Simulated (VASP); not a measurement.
# VASP 6.6.1 run: Mg2Ge

INCAR

```
NELM = 120
EDIFF = 1E-7
LREAL = .FALSE.
IVDW = 11
NBANDS = 10
IBRION = -1
NSW = 0
SIGMA = 0.02
ISIF = 2
LWAVE = .FALSE.
ISMEAR = -1
LCHARG = .FALSE.
PREC = Accurate
ENCUT = 520
LASPH = .TRUE.
GGA = PE
```

KPOINTS

```
KPOINTS created by Atomic Simulation Environment
0
Gamma
8 8 8
0 0 0
```

POSCAR

```
Ge Mg
 1.0000000000000000
     0.0000000000000000    3.0510025353999999    3.0510025353999999
     3.0510025353999999    0.0000000000000000    3.0510025353999999
     3.0510025353999999    3.0510025353999999    0.0000000000000000
 Ge  Mg
   1   2
Cartesian
  0.0000000000000000  0.0000000000000000  0.0000000000000000
  1.5255012676999999  1.5255012676999999  1.5255012676999999
  4.5765038030999996  4.5765038030999996  4.5765038030999996
```

The recommended PBE PAW datasets give the neutral cell 18 valence electrons.

Command

```
mpirun -np 1 vasp_std
```

OSZICAR

```
N       E                     dE             d eps       ncg     rms          rms(c)
DAV:   1     0.779601988801E+02    0.77960E+02   -0.96027E+03   588   0.320E+03
DAV:   2     0.594837179769E+00   -0.77365E+02   -0.76114E+02   586   0.446E+02
DAV:   3    -0.826414139259E+01   -0.88590E+01   -0.84476E+01   638   0.105E+02
DAV:   4    -0.857269242218E+01   -0.30855E+00   -0.30838E+00   650   0.206E+01
DAV:   5    -0.857887366054E+01   -0.61812E-02   -0.61799E-02   668   0.330E+00    0.352E+00
DAV:   6    -0.818978967958E+01    0.38908E+00   -0.66616E-01   608   0.549E+00    0.192E+00
DAV:   7    -0.809707442287E+01    0.92715E-01   -0.35980E-01   630   0.495E+00    0.517E-01
DAV:   8    -0.809744273566E+01   -0.36831E-03   -0.16353E-02   648   0.269E+00    0.132E-01
DAV:   9    -0.809747063287E+01   -0.27897E-04   -0.10971E-03   652   0.711E-01    0.379E-02
DAV:  10    -0.809746179398E+01    0.88389E-05   -0.13917E-04   614   0.164E-01    0.107E-02
DAV:  11    -0.809746375615E+01   -0.19622E-05   -0.14357E-05   648   0.784E-02    0.437E-03
DAV:  12    -0.809746359634E+01    0.15981E-06   -0.56624E-06   624   0.214E-02    0.135E-03
DAV:  13    -0.809746346485E+01    0.13149E-06   -0.23788E-07   534   0.617E-03    0.357E-04
DAV:  14    -0.809746345649E+01    0.83587E-08   -0.81321E-09   310   0.116E-03
   1 F= -.88971273E+01 E0= -.88969575E+01  d E =-.339603E-03
```

From OUTCAR

```
k-points           NKPTS =     29   k-points in BZ     NKDIM =     29   number of bands    NBANDS=     10

   NELECT =      18.0000    total number of electrons

   dimension x,y,z NGX =    32 NGY =   32 NGZ =   32
   dimension x,y,z NGXF=    64 NGYF=   64 NGZF=   64

  energy-cutoff  :      520.00
  volume of cell :       56.80
      direct lattice vectors                 reciprocal lattice vectors
     0.000000000  3.051002535  3.051002535    -0.163880559  0.163880559  0.163880559
     3.051002535  0.000000000  3.051002535     0.163880559 -0.163880559  0.163880559
     3.051002535  3.051002535  0.000000000     0.163880559  0.163880559 -0.163880559

 k-points in reciprocal lattice and weights: KPOINTS created by Atomic Simulation Env
   0.00000000  0.00000000  0.00000000       0.002
   0.12500000  0.00000000  0.00000000       0.016
   0.25000000  0.00000000  0.00000000       0.016
   0.37500000  0.00000000  0.00000000       0.016
   0.50000000  0.00000000  0.00000000       0.008
   0.12500000  0.12500000  0.00000000       0.012
   0.25000000  0.12500000  0.00000000       0.047
   0.37500000  0.12500000  0.00000000       0.047
   ...

 E-fermi :   4.3967

 k-point     1 :       0.0000    0.0000    0.0000
  band No.  band energies     occupation
      1     -19.2630      2.00000
      2     -19.2630      2.00000
      3     -19.2630      2.00000
      4     -19.2377      2.00000
      5     -19.2377      2.00000
      6      -5.9719      2.00000
      7       4.3911      1.13866
      8       4.3912      1.13845
      9       4.3912      1.13845
     10       6.2294      0.00000

 k-point     2 :       0.1250    0.0000    0.0000
  band No.  band energies     occupation
      1     -19.2630      2.00000
      2     -19.2627      2.00000
      3     -19.2627      2.00000
      4     -19.2377      2.00000
      5     -19.2377      2.00000
      6      -5.8221      2.00000
      7       3.0468      2.00000
      8       4.2253      1.99962
      9       4.2253      1.99962
     10       6.6748      0.00000

 k-point     3 :       0.2500    0.0000    0.0000
  band No.  band energies     occupation
      1     -19.2629      2.00000
      2     -19.2621      2.00000
      3     -19.2621      2.00000
      4     -19.2376      2.00000
      5     -19.2376      2.00000
      6      -5.3986      2.00000
      7       1.2160      2.00000
      8       3.9207      2.00000
      9       3.9207      2.00000
     10       6.3915      0.00000

 k-point     4 :       0.3750    0.0000    0.0000
  band No.  band energies     occupation
      1     -19.2628      2.00000
      2     -19.2614      2.00000
      3     -19.2614      2.00000
      4     -19.2374      2.00000
      5     -19.2374      2.00000
      6      -4.8233      2.00000
      7      -0.2658      2.00000
      8       3.6930      2.00000
      9       3.6930      2.00000
     10       6.1133      0.00000

 k-point     5 :       0.5000    0.0000    0.0000
  band No.  band energies     occupation
      1     -19.2627      2.00000
      2     -19.2612      2.00000
      3     -19.2612      2.00000
      4     -19.2374      2.00000
      5     -19.2374      2.00000
      6      -4.4918      2.00000
      7      -0.9064      2.00000
      8       3.6131      2.00000
      9       3.6131      2.00000
     10       6.0149      0.00000

 ...

  Total       2.63254     2.63254     2.63254    -0.00000     0.00000    -0.00000
  in kB      74.25537    74.25537    74.25537    -0.00000     0.00000    -0.00000
  external pressure =       74.26 kB  Pullay stress =        0.00 kB

 POSITION                                       TOTAL-FORCE (eV/Angst)
 -----------------------------------------------------------------------------------
      0.00000      0.00000      0.00000         0.000000      0.000000      0.000000
      1.52550      1.52550      1.52550         0.000000      0.000000      0.000000
      4.57650      4.57650      4.57650        -0.000000     -0.000000     -0.000000
 -----------------------------------------------------------------------------------
    total drift:                                0.000000     -0.000000      0.000000

  FREE ENERGIE OF THE ION-ELECTRON SYSTEM (eV)
  ---------------------------------------------------
  free  energy   TOTEN  =        -8.8971272626 eV

  energy  without entropy=       -8.8967876593  energy(sigma->0) =       -8.89695746
```

It converged. Results: gap between bands v and c on the k mesh 0.01 eV; least direct gap on the k mesh 1.84 eV; pressure 7.4 GPa. Band v is the last that the valence electrons fill when counted band by band, and c is the next.

For comparison, a separate PBE run of the intended cell, on usual settings and not on those above, gives a gap of 0.01 eV on its mesh and a pressure of 10.3 GPa.

The run above took about 7.3 s on one core of a shared host (Intel Xeon 6975P-C) and held 0.19 GiB at most.
